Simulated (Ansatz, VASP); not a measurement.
## One calculation of Sb, two programs

The input INCAR:

```
ALGO = Normal
EDIFF = 1E-6
ENCUT = 520
GGA = PS
ISIF = 2
ISMEAR = -1
LASPH = True
LCHARG = False
LREAL = False
LWAVE = False
NBANDS = 8
NELM = 100
PREC = Accurate
SIGMA = 0.05
```

Contents of KPOINTS:

```
k-points
0
Gamma
  8 8 8
```

POSCAR

```
Sb
1.0
    0.0000000000      2.3712425216      2.3712425216
    2.3712425216      0.0000000000      2.3712425216
    2.3712425216      2.3712425216      0.0000000000
Sb
1
Direct
    0.0000000000      0.0000000000      0.0000000000
```

File input.yaml:

```yaml
crystal:
  lattice:
    - [0.0, 2.3712425216, 2.3712425216]
    - [2.3712425216, 0.0, 2.3712425216]
    - [2.3712425216, 2.3712425216, 0.0]
  atoms:
    - { symbol: Sb, position: [0.0, 0.0, 0.0] }
kpoints:
  mp_grid: { grid: [8, 8, 8] }
  band_path:
    path:
      - [0.0, 0.0, 0.0]
      - [0.5, 0.0, 0.5]
      - [0.5, 0.25, 0.75]
      - [0.375, 0.375, 0.75]
      - [0.0, 0.0, 0.0]
      - [0.5, 0.5, 0.5]
      - [0.625, 0.25, 0.625]
      - [0.5, 0.25, 0.75]
    npoints: 12
scf:
  occupations: { method: fermi_dirac, width: 0.05 }
hamiltonian:
  xc: pbesol
  pseudopotentials: { kind: all_electron, lapw: { basis_error: 0.001 } }
output:
  forces: true
  stress: true
  eigenvalues: true
```

Alike in both runs: functional PBEsol; k mesh 8 × 8 × 8; occupations fermi-dirac, width 0.05 eV; no spin polarisation.

|  | VASP | Ansatz |
| --- | --- | --- |
| version | VASP 6.6.1 | Ansatz 0.2.0 |
| potentials or method | VASP PAW PBE potentials, release 64 (Sb) | all-electron LAPW, scalar-relativistic |
| plane-wave cutoff (eV) | 520 | see its input |
| task | single point | band structure |

```tsv
	VASP	Ansatz	Ansatz less VASP
gap on the k mesh at the Fermi level (eV)	none	none	-
pressure (GPa)	-0.6	-0.6	+0.02
```

A gap of «none» marks a metal or a gap that the smearing closes. Ansatz ran all-electron here, so the differences hold the error of VASP's frozen core and of both bases.

Caveats: the PAW data sets were made with another functional, which shifts forces and pressure a little (VASP); the k mesh is thin for a metal, which can move the energy by tens of meV per atom (Ansatz); spin-orbit coupling is left out, which moves the levels of the heavy elements (Ansatz). The runs have no spin-orbit coupling, so splittings on Sb are missing.
